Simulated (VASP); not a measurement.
Sn:

```
CELL_PARAMETERS angstrom
5.17046 -2.26270 0.00000
5.17046 2.26270 0.00000
-1.63311 0.00000 4.88674
ATOMIC_POSITIONS crystal
Sn 0.50000 0.50000 0.00000
Sn 0.00000 0.00000 0.50000
Sn 0.24727 0.24727 0.24464
Sn 0.75273 0.75273 0.75536
```

This isn't the form of Sn at room conditions, which is tetragonal (white tin).

| Quantity | Value |
| --- | --- |
| Program | VASP 6.6.1 |
| Task | relaxation of cell and atoms |
| Functional | PBEsol |
| Potentials or basis | VASP PAW PBE potentials, release 64 (Sn) |
| Cutoff | 580 eV |
| k mesh | 10 × 10 × 10 |
| Occupations | gaussian, width 0.1 eV |
| Spin | no spin polarisation |

At the start: pressure -3.0 GPa; volume 28.59 Å³/atom.

**Question.** How do energy, volume and symmetry change on relaxing?

**Answer.** Over 26 steps the energy falls by 49.6 meV/atom and the volume is 26.21 Å³/atom (-8.3 %); space group Immm (No. 71, to 0.05 Å).

Step by step:
```tsv
step	energy change (eV)	largest force (eV/Å)	pressure (GPa)	volume (Å³)
1	0.0000	0.0392	-3.04	114.34
2	-0.1032	0.0610	0.63	105.59
3	-0.1032	0.0608	0.58	105.67
4	-0.1369	0.0572	0.38	105.52
5	-0.1698	0.0447	0.22	104.99
6	-0.1755	0.0389	0.25	104.74
7	-0.1841	0.0266	0.43	104.12
8	-0.1830	0.0219	0.53	103.83
9	-0.1841	0.0249	0.47	104.01
10	-0.1856	0.0155	-0.77	106.22
11	-0.1874	0.0195	-0.26	105.28
12	-0.1907	0.0123	-0.12	105.00
13	-0.1910	0.0102	-0.07	104.91
14	-0.1911	0.0094	-0.05	104.86
15	-0.1934	0.0073	0.14	104.53
16	-0.1956	0.0096	0.53	103.85
17	-0.1965	0.0104	0.44	104.01
18	-0.1976	0.0133	0.19	104.48
19	-0.1976	0.0132	0.20	104.46
20	-0.1978	0.0118	0.13	104.58
21	-0.1980	0.0087	-0.03	104.86
22	-0.1981	0.0076	-0.02	104.84
23	-0.1982	0.0044	0.01	104.79
24	-0.1982	0.0019	0.08	104.70
25	-0.1982	0.0018	0.04	104.75
26	-0.1982	0.0007	-0.01	104.84
```

Final structure:
```
Sn
1.0
     5.51192   -1.98043   -0.03486
     5.51192    1.98043   -0.03486
    -1.78939    0.00000    4.81364
Sn
4
Cartesian
  3.7225 0.0000 4.7788
  -0.8947 0.0000 2.4068
  2.3086 0.0000 1.1862
  6.9259 0.0000 3.5578
```

Caveat: the PAW data sets were made with another functional, which shifts forces and pressure a little.
